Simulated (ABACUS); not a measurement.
## InP: equation of state with PBE

**Measured values to compare with.**

A printed reference work, data compilation reports, for a bulk crystal of InP: bulk modulus 71 GPa.

Crystal: InP.

```
In P
1.0
     0.00000    2.93050    2.93050
     2.93050    0.00000    2.93050
     2.93050    2.93050    0.00000
In P
1 1
Cartesian
  0.0000 0.0000 0.0000
  4.3957 4.3957 4.3957
```

```json
{
 "Program": "ABACUS 3.10.1",
 "Task": "equation of state",
 "Functional": "PBE",
 "Potentials or basis": "PseudoDojo NC SR 0.4.1 PBE standard",
 "Cutoff": "1361 eV",
 "Density cutoff": "5442 eV",
 "Basis": "TZDP LCAO (the cutoffs set its grid)",
 "k mesh": "8 × 8 × 8",
 "Occupations": "fermi-dirac, width 0.05 eV",
 "Spin": "no spin polarisation",
 "Orbital files": "In In_confined-atom_8au_3s3p3d1f.orb, P P_confined-atom_7au_3s3p2d1f.orb",
 "Radial cutoff of the potentials (pseudo_rcut)": "10 bohr",
 "SCF threshold on the density": "1e-07",
 "Max SCF steps": "100",
 "Eigensolver": "genelpa",
 "Mixing": "broyden",
 "Mixing share": "0.7",
 "Symmetry key": "1",
 "Bands": "13"
}
```

```yaml
Equilibrium_volume: 26.57 Å³/atom
Bulk_modulus: 61 GPa
Pressure_derivative_of_the_bulk_modulus: 4.6
```

Energy against volume, from the lowest point:
```tsv
volume (Å³/atom)	energy (meV/atom)
23.657	74.51
24.160	48.96
24.663	29.48
25.167	15.29
25.670	5.99
26.173	1.06
26.677	0.00
```

All runs of the series together: 67 s on 4 threads of AMD EPYC 7B13 (Zen 3), with other jobs on the host.

Against the measured bulk modulus of InP, 71 GPa (a printed reference work, data compilation), the calculated 61 GPa is off by -14.8 %. The fit is for a static lattice scaled at fixed shape and fixed fractional positions.

Caveat: the atomic orbitals were generated for these runs and aren't a published set; the basis of atomic orbitals isn't converged, which shifts pressures, moduli and gaps. PBE usually gives volumes a little too large and moduli too small.
